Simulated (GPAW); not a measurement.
**SiC (Moissanite 3C): band structure with TASK**

**Experimental background.**

“Insight into the structural, elastic and electronic properties of a new orthorhombic 6O-SiC polytype”, 2020, pmc:7200658 quotes, for a bulk crystal of SiC: band gap 2.4 eV (indirect).

Crystal: SiC (Moissanite 3C).

```
Si C
1.0
     0.00000    2.17900    2.17900
     2.17900    0.00000    2.17900
     2.17900    2.17900    0.00000
Si C
1 1
Cartesian
  0.0000 0.0000 0.0000
  1.0895 1.0895 1.0895
```

| Property | Result |
| --- | --- |
| Program | GPAW 26.7.0 |
| Task | band structure |
| Functional | TASK |
| Potentials or basis | GPAW PAW data sets (gpaw-data 1.2.1) |
| Cutoff | 800 eV |
| Basis | pw |
| k mesh | 10 × 10 × 10 |
| Occupations | fermi-dirac, width 0.05 eV |
| Spin | no spin polarisation |
| Maxiter | 150 |
| Band path | GXWKGLUWLK,UX |
| Band points | 60 |

- Pressure: 8.3 GPa
- Band gap on the k mesh: 2.00 eV, indirect (least direct gap 5.56 eV)
- Band gap along the path: 2.00 eV, indirect (least direct gap 5.56 eV)

Levels at the corners of the path, in eV from the valence-band top:
```
point  band 2  band 3  band 4  band 5  band 6
    Γ    0.00    0.00    0.00    7.61    8.49
    X   -8.32   -3.55   -3.55    2.00    5.50
    W   -7.40   -5.51   -5.09    6.27   10.96
    K   -7.72   -6.07   -2.89    3.98    9.24
    Γ    0.00    0.00    0.00    7.61    8.49
    L   -9.26   -1.17   -1.17    6.78    8.32
    U   -7.72   -6.07   -2.89    3.98    9.24
    W   -7.40   -5.51   -5.09    6.27   10.96
    L   -9.26   -1.17   -1.17    6.78    8.32
    K   -7.72   -6.07   -2.89    3.98    9.24
    U   -7.72   -6.07   -2.89    3.98    9.24
    X   -8.32   -3.55   -3.55    2.00    5.50
```

Wall time 66 s on 1 thread of Arm Neoverse V2, with other jobs on the host, peak memory 0.24 GiB.

Measured gap of SiC: 2.4 eV (indirect; quoted in “Insight into the structural, elastic and electronic properties of a new orthorhombic 6O-SiC polytype”, 2020, pmc:7200658). This calculation gives 2.00 eV (-0.40 eV). The value is that of TASK, without temperature or zero-point motion.

Caveat: the PAW data sets were made with another functional, which shifts forces and pressure a little.
